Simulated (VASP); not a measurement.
## InP: single point with PBE+D4

**Experimental background.**

A printed reference work, data compilation reports, for a bulk crystal of InP at 1.6 K: band gap 1.4236 eV (direct).

The system is InP.

```
In P
1.0
     0.00000    2.93050    2.93050
     2.93050    0.00000    2.93050
     2.93050    2.93050    0.00000
In P
1 1
Direct
  0.00000 0.00000 0.00000
  0.75000 0.75000 0.75000
```

| Quantity | Value |
| --- | --- |
| Program | VASP 6.6.1 |
| Task | single point |
| Functional | PBE |
| Dispersion | D4 |
| Potentials or basis | VASP PAW PBE potentials, release 64 (In_d, P) |
| Cutoff | 520 eV |
| k mesh | 8 × 8 × 8 |
| Occupations | fermi-dirac, width 0.05 eV |
| Spin | no spin polarisation |

| Property | Result |
| --- | --- |
| Pressure | 1.0 GPa |
| Band gap on the k mesh | 0.71 eV, direct |
| Dispersion energy per atom | -0.337 eV |

Levels at points of the mesh, in eV from the valence-band top:
```tsv
k point	band 6	band 7	band 8	band 9	band 10	band 11	band 12	band 13
(0.00, 0.00, 0.00)	-11.52	0.00	0.00	0.00	0.71	4.09	4.09	4.09
(0.50, 0.00, 0.00)	-9.79	-5.73	-0.97	-0.97	1.50	4.81	4.81	7.10
(0.50, 0.50, 0.00)	-9.14	-5.75	-2.32	-2.32	1.76	2.27	9.21	9.60
```

Wall time 14 s on 1 thread of AMD EPYC 9R45 96-Core Processor (Zen 5), on a shared host, peak memory 0.15 GiB.

A measured gap of InP is 1.4236 eV (direct; 1.6 K; a printed reference work, data compilation); the calculated 0.71 eV misses it by -0.71 eV. Spin-orbit coupling on In is left out. The value is that of PBE+D4, without temperature or zero-point motion. Semilocal functionals fall short of measured gaps as a rule.

Caveat: spin-orbit coupling is left out, which moves the levels of the heavy elements.
